In layered ZrS₂ the lowest empty level can move by about 1 eV from one k point to another, yet along certain lines it moves by only about half as much. Anyone who has to judge electron valleys from a handful of k points therefore needs to know which direction a point lies in, and not only how far it is from the zone centre Γ.

Band levels of ZrS₂ at points of the 8×8×5 k mesh, from ABACUS 3.10.1 with PBE, PseudoDojo NC SR 0.4.1 PBE standard pseudopotentials and a plane-wave cutoff of 897.976 eV, without spin polarisation or spin–orbit coupling. The 3-atom cell is hexagonal (120° in the plane), with atoms moved at random by about 0.05 Å. Energies are counted from the valence top.

```
point a (reciprocal cell vector)  point b (reciprocal cell vector)  point c (reciprocal cell vector)  level under 3 (eV)  level under 2 (eV)  level under 1 (eV)  level over 1 (eV)  level over 2 (eV)
                          0.0000                            0.0000                            0.0000              -0.076              -0.053              -0.010              1.587              1.630
                          0.1250                            0.1250                            0.0000              -1.821              -1.101              -0.198              1.874              2.169
                          0.1250                            0.2500                            0.0000              -2.227              -1.573              -0.769              1.698              2.671
                          0.1250                            0.3750                            0.0000              -2.215              -1.698              -1.432              1.586              3.081
                          0.3750                            0.2500                           -0.2000              -2.013              -1.971              -1.415              2.166              3.006
                          0.3750                            0.0000                            0.4000              -2.021              -1.078              -0.994              1.154              3.108
                          0.2500                           -0.2500                            0.4000                   ?                   ?                   ?                  ?                  ?
```

Points a, b and c are the components of the k point along the three reciprocal cell vectors, and the first row is Γ. "Level under 1" is the highest filled level; "level over 1" and "level over 2" are the two lowest empty ones, all counted from the valence top. The task is to foretell these three levels at the last point, (0.25, −0.25, 0.4).

**Why direction matters**

The low empty levels of ZrS₂ are Zr 4d orbitals. In octahedra that share edges, each of three such orbitals points its lobes at the neighbouring Zr atoms along one in-plane direction. Where the electron wave has the same phase on those neighbours, the lobes overlap in a bonding way and the level is low. The other two directions offer only weaker, sideways overlap, with the opposite sign.

A k point fixes the phase step from neighbour to neighbour in each direction, so each direction contributes one cosine: cos 2πa, cos 2πb and cos 2π(a+b). Where one cosine clearly leads, the lowest empty level should belong mainly to that orbital; where cosines are equal, as at Γ and in row 2, the orbitals mix and the picture is cruder. A cosine of 1 means full bonding, and it holds all along the lines from Γ to the middle of a zone edge. These lines are the valleys.

The known rows allow each effect to be seen almost alone. In rows 5 and 6 the sum of the two smaller cosines is the same, but the largest falls from 1 in row 6 to 0 in row 5, and the level is 1.01 eV higher there. In rows 2 to 4 the largest cosine stays the same while the sum of the other two falls, and the level sinks by only 0.29 eV. The component c also changes between rows 5 and 6; the model leaves it out because the coupling between layers should be weaker than that within them.

In this picture electrons in a valley are expected to be light across the line and heavy along it. The shape is more to be trusted than the height above the valence top, since PBE makes the gap too small and the run leaves out the thermal motion of the atoms.

**The forecast**

A constant, a term in the largest cosine and a term in the sum of the other two were fitted to the lowest empty level of the six known rows. The formula uses the angle of 120° that the in-plane cell vectors have in this run. Read with a 60° cell, rows 4 and 5 would be equivalent in the plane, although their lowest empty levels differ by 0.58 eV.

At the withheld point the cosines are 0, 0 and 1, so it lies on a valley line, half way out. The estimate is

2.40 − 0.98 × 1 + 0.11 × 0 = 1.42 eV.

The range is 1.2 to 1.6 eV, roughly the span between row 6 and Γ. When each known row is left out of the fit in turn, the typical miss is larger, about 0.27 eV. The narrower range rests on the fact that rows 1 and 6 lie on the same kind of line in the plane, on either side of the new point, although only row 6 shares its value of c.

The second empty level should belong to the orbital with the second-largest cosine. With the same constants, it comes to 2.51 eV. In four of the known rows this recipe is good to 0.03 eV, but in rows 2 and 3 it is too low by about 0.3 to 0.4 eV. The range is therefore wider upwards, 2.3 to 2.9 eV.

The highest filled level is made of S 3p orbitals. Three levels nearly meet at Γ, expected to be a pair from the in-plane orbitals and one from the orbitals normal to the layer. The in-plane pair is antibonding at Γ and splits away from it: the branch whose orbitals point along the k direction should drop fast, the one whose orbitals lie across it only slowly. In row 2 two levels have fallen by more than 1 eV, while the highest has reached only −0.198 eV. This slow one is more likely the heavy in-plane branch than the out-of-plane level, though the run gives no orbital weights to settle it. The out-of-plane level should also depend on c, which the formula below leaves out. (The valence top itself lies at another mesh point, but only 0.010 eV above the level at Γ.) A straight line in the sum of all three cosines, fitted to the six rows, gives −0.55 eV, with a range of −0.80 to −0.30 eV. This is a rough description, because the highest filled level is the top of several bands that change order, and a single sum of cosines cannot tell a light branch from a heavy one. In row 2 the line lies 0.20 eV too low.

The withheld rows as computed:

```
point a (reciprocal cell vector)  point b (reciprocal cell vector)  point c (reciprocal cell vector)  level under 3 (eV)  level under 2 (eV)  level under 1 (eV)  level over 1 (eV)  level over 2 (eV)
                          0.2500                           -0.2500                            0.4000              -2.086              -0.867              -0.552              1.363              2.716
```

**What came out**

All three levels fall within their ranges. The lowest empty level is 1.363 eV, 0.06 eV below the estimate. A miss of this size is ordinary, since the formula misses the known rows by 0.06 to 0.10 eV. It is too high in all three rows with c ≠ 0 and too low in rows 2 to 4, so the neglected coupling between layers may be part of it. Γ does not fit that reading, however: it has c = 0, yet the formula is too high there as well, by 0.06 eV. The crystal itself also sets a limit. At Γ the three highest filled levels are 23 and 43 meV apart, whereas an undistorted trigonal cell without spin–orbit coupling would make two of them equal. In this run the atoms were moved at random by about 0.05 Å inside a hexagonal cell, so a model with full symmetry cannot be trusted to a few tens of meV.

The new point also shows why the cell convention must be checked. The same formula with the coordinates misread for a 60° cell gives 2.66 eV here, about 1.3 eV too high, although the constants of that fit are only loosely fixed. What the test supports is the pattern of valley lines; the orbital picture behind it remains an argument from theory.

The second empty level, at 2.716 eV, lies 0.20 eV above its estimate. The error has the same sign as in rows 2 and 3, so it looks systematic. A plausible cause, not tested here, is that the model lets no orbitals mix, neither the Zr orbitals with each other nor, beyond the fitted constants, with S 3p. Row 2 shows the cost: two cosines are equal, so the model puts both levels at 1.787 eV, where the run has 1.874 and 2.169 eV. The close hits near 3 eV in rows 4 to 6 may be partly chance, since other Zr 4d orbitals could supply a level at that height.

The highest filled level is −0.552 eV and agrees with the estimate to 0.01 eV. That is much closer than the formula deserves, since its typical miss in the fitted rows is 0.14 eV. It even places the highest filled level at Γ about 0.15 eV above the valence top. For filled levels it should be used as a guide to a few tenths of an eV and no better.

**What to do with it**

To guess the lowest empty level at a new k point, work out the three cosines first. If one of them is close to 1, the point lies in a valley, and the level can be read from neighbours on the same kind of line. The printed analysis below gives the values for every row.

The bottom of the valley should still be calculated. At the middle of a zone edge, where the valley lines end and the conduction minimum is expected, the formula gives 1.19 eV, while the minimum on the mesh, at a point outside the table, is 0.943 eV. The mesh has no points at c = 0.5, so the true minimum may be lower still. Extra k points are best spent there, at the outer ends of the valley lines.

The analysis program printed:

```
fit of level_over_1 on 6 rows: constant 2.397 +/- 0.12, coefficient of best -0.9771 +/- 0.15, coefficient of rest 0.1147 +/- 0.038; rms 0.0795, worst 0.375 0.104, leave-one-out rms 0.272
  rows outside the fit (model, value, miss): 0.25 1.42, 1.363, 0.057
fit of level_over_1 on 6 rows: constant 2.775 +/- 0.86, coefficient of bestd -1.315 +/- 1, coefficient of restd 0.1185 +/- 0.12; rms 0.238, worst 0.375 -0.405, leave-one-out rms 0.59
  rows outside the fit (model, value, miss): 0.25 2.656, 1.363, 1.29
fit of level_under_1 on 6 rows: constant -0.8954 +/- 0.072, coefficient of total 0.3496 +/- 0.047; rms 0.142, worst 0.125 -0.203, leave-one-out rms 0.286
  rows outside the fit (model, value, miss): 0.25 -0.5458, -0.552, 0.00622
Model and misses (prediction less computed, eV):
    row  largest cosine  sum of other two  lowest empty  its miss  second empty   its miss  highest filled  its miss
    0.0               1                 2         1.649   0.06246         1.649    0.01946          0.1535    0.1635
  0.125          0.7071            0.7071         1.787  -0.08667         1.787    -0.3817          -0.401    -0.203
  0.125          0.7071           -0.7071         1.625  -0.07289         2.397    -0.2739         -0.8954   -0.1264
  0.125          0.7071            -1.707          1.51   -0.0756         3.054   -0.02662          -1.245     0.187
  0.375       6.123e-17            -1.414         2.235   0.06888         3.007  0.0008698           -1.39   0.02515
  0.375               1            -1.414         1.258    0.1038         3.122    0.01358           -1.04  -0.04623
   0.25               1          2.22e-16          1.42   0.05705         2.512    -0.2042         -0.5458  0.006221
Lowest empty level, row 5 less row 6 (eV): 1.012
Lowest empty level, row 2 less row 4 (eV): 0.288
Lowest empty level, row 1 less row 6 (eV): 0.433
Lowest empty level, row 5 less row 4 (eV): 0.58
Gamma, third to second filled level from the top (meV): 23
Gamma, second to highest filled level (meV): 43
Model at the middle of a zone edge less conduction minimum on the mesh (eV): 0.2476
Straight line between rows 1 and 6 at the withheld point (eV): 1.333
```
